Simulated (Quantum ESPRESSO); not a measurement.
Input of a Quantum ESPRESSO 7.5 run:

File pw.in:

```
&CONTROL
  calculation = 'scf'
  prefix = 'pwscf'
  outdir = './tmp'
  pseudo_dir = './pseudo'
  tprnfor = .true.
  disk_io = 'low'
/
&SYSTEM
  ibrav = 0
  celldm(1) = 8
  nat = 5
  ntyp = 1
  ecutwfc = 80
  nbnd = 49
  occupations = 'smearing'
  smearing = 'fd'
  degauss = 0.00367493
/
&ELECTRONS
  conv_thr = 5d-09
  electron_maxstep = 150
  mixing_beta = 0.3
  mixing_mode = 'local-TF'
/
ATOMIC_SPECIES
Sb   121.7600 Sb.upf
CELL_PARAMETERS alat
  0.7958109566276  -0.0000000000000   0.0000000000000
 -0.3979054783082   0.6891925050599   0.0000000000000
  0.0000000000000   0.0000000000000   6.0612965447372
ATOMIC_POSITIONS crystal
Sb     0.3333333333    0.6666666666    0.2922837101
Sb     0.6666666667    0.3333333334    0.3961418550
Sb     0.3333333333    0.6666666666    0.5000000000
Sb     0.6666666667    0.3333333334    0.6038581450
Sb     0.3333333333    0.6666666666    0.7077162899
K_POINTS automatic
9 9 1 0 0 0
```

The input pp_density.in:

```
&INPUTPP
  prefix = 'pwscf'
  outdir = './tmp'
  filplot = 'density.dat'
  plot_num = 0
/
&PLOT
  nfile = 1
  filepp(1) = 'density.dat'
  iflag = 3
  output_format = 6
  fileout = 'density.cube'
/
```

pp_potential.in

```
&INPUTPP
  prefix = 'pwscf'
  outdir = './tmp'
  filplot = 'potential.dat'
  plot_num = 11
/
&PLOT
  nfile = 1
  filepp(1) = 'potential.dat'
  iflag = 3
  output_format = 6
  fileout = 'potential.cube'
/
```

File pp_elf.in:

```
&INPUTPP
  prefix = 'pwscf'
  outdir = './tmp'
  filplot = 'elf.dat'
  plot_num = 8
/
&PLOT
  nfile = 1
  filepp(1) = 'elf.dat'
  iflag = 3
  output_format = 6
  fileout = 'elf.cube'
/
```

Potentials or basis: PseudoDojo 0.4.1 SR PBE standard.

Run with:

```sh
$ OMP_NUM_THREADS=1 pw.x -in pw.in > pw.out
$ OMP_NUM_THREADS=1 pp.x -in pp_density.in > pp_density.out
$ OMP_NUM_THREADS=1 pp.x -in pp_potential.in > pp_potential.out
$ OMP_NUM_THREADS=1 pp.x -in pp_elf.in > pp_elf.out
```

Task: Estimate the work function of the upper face.

Result: 4.15 eV.

Task: Estimate the work function of the lower face.

Result: 4.15 eV.

Task: Predict the band gap on the k mesh.

Result: None (metal or under the smearing width).

Task: What does it give for the largest force?

Result: 0.443 eV/Å.

Forces on the atoms (eV/Å):
```
Sb   0.000  0.000  0.242
Sb   0.000  0.000 -0.443
Sb   0.000  0.000  0.000
Sb   0.000  0.000  0.443
Sb   0.000  0.000 -0.242
```

Spin-orbit coupling is left out, which matters for the levels of Sb.
